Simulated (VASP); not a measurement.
Set up this calculation in VASP 6.6.1, as the native input.

- Task: relaxation of cell and atoms
- Functional: optB88-vdW
- Potentials or basis: VASP PAW PBE potentials, release 64 (Zr_sv, S)
- Cutoff: 600 eV
- k mesh: 9 × 9 × 9
- Occupations: fermi-dirac, width 0.05 eV
- Spin: no spin polarisation
- Further INCAR settings: ALGO = Fast; EDIFF = 1e-07; IBRION = 2; EDIFFG = -0.01; NSW = 40; ISIF = 3

The structure of ZrS lies in POSCAR:

```
ZrS
1.0
    0.0000000000      2.6250000000      2.6250000000
    2.6250000000      0.0000000000      2.6250000000
    2.6250000000      2.6250000000      0.0000000000
Zr S
1 1
Direct
    0.0000000000      0.0000000000      0.0000000000
    0.5000000000      0.5000000000      0.5000000000
```

The input as run:

INCAR

```
PREC = Accurate
ENCUT = 600
EDIFF = 1E-7
ISMEAR = -1
SIGMA = 0.05
LREAL = F
LASPH = T
NELM = 60
ALGO = Fast
ISIF = 3
LWAVE = F
LCHARG = F
GGA = BO
LUSE_VDW = T
AGGAC = 0.0
PARAM1 = 0.1833333333
PARAM2 = 0.22
IBRION = 2
NSW = 40
EDIFFG = -0.01
```

KPOINTS

```
regular mesh
0
Gamma
  9 9 9
```

Potentials or basis: VASP PAW PBE potentials, release 64 (Zr_sv, S).

Run with:

```bash
$ cat potpaw_PBE.64/Zr_sv/POTCAR potpaw_PBE.64/S/POTCAR > POTCAR
$ mpirun -np 1 vasp_std > vasp.out
```

It gave:

```yaml
Relaxed_volume: 17.99 Å³/atom
Relaxed_cell: a = 3.705 Å, b = 3.705 Å, c = 3.705 Å, α = 60.00°, β = 60.00°, γ = 60.00°
Space_group_after_relaxing_to_0.05_Å: Fm-3m (No. 225)
Energy_gained_by_relaxing: 0.2 meV/atom
Ionic_steps: 3
Pressure_after_relaxing: 0.0 GPa
```

Caveat: the PAW data sets were made with another functional, which shifts forces and pressure a little.

Run time: 3.5 min on 1 thread of Intel(R) Xeon(R) 6975P-C (Granite Rapids) (shared host), peak memory 0.36 GiB.
